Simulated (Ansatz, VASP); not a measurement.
One calculation of BiTe3, two programs

```
Bi Te
1.0
     4.90983    0.00000    0.00000
     0.00000    4.90983    0.00000
     0.00000    0.00000    4.90983
Bi Te
1 3
Direct
  0.00000 0.00000 0.00000
  0.00000 0.50000 0.50000
  0.50000 0.00000 0.50000
  0.50000 0.50000 0.00000
```

Change from the starting cell: species swapped into the AlFe3 type (Pm-3m, No. 221).

Alike in both runs: functional PBE; k mesh 4 × 4 × 4; occupations gaussian, width 0.1 eV; no spin polarisation.

Ansatz relaxed the structure, and its values are those at the end. VASP's run is a single point on that final structure, the one shown.

|  | VASP | Ansatz |
| --- | --- | --- |
| version | VASP 6.6.1 | Ansatz 0.2.0 |
| potentials or method | VASP PAW PBE potentials, release 64 (Bi_d, Te) | scalar-relativistic, plane waves, PAW |
| plane-wave cutoff (eV) | 520 | 420 |
| valence electrons in the cell | 33 | 63 |

Ansatz gave:

| Item | Value |
| --- | --- |
| gap on the k mesh at the Fermi level (eV) | none |
| pressure (GPa) | -0.1 |

Problem. Which values does VASP return?

Solution. gap on the k mesh at the Fermi level (eV): none; pressure (GPa): -0.2.

A gap of «none» marks a metal or a gap that the smearing closes. The two sets of potentials don't hold the same shells in valence.

Caveats: spin-orbit coupling is left out, which moves the levels of the heavy elements.
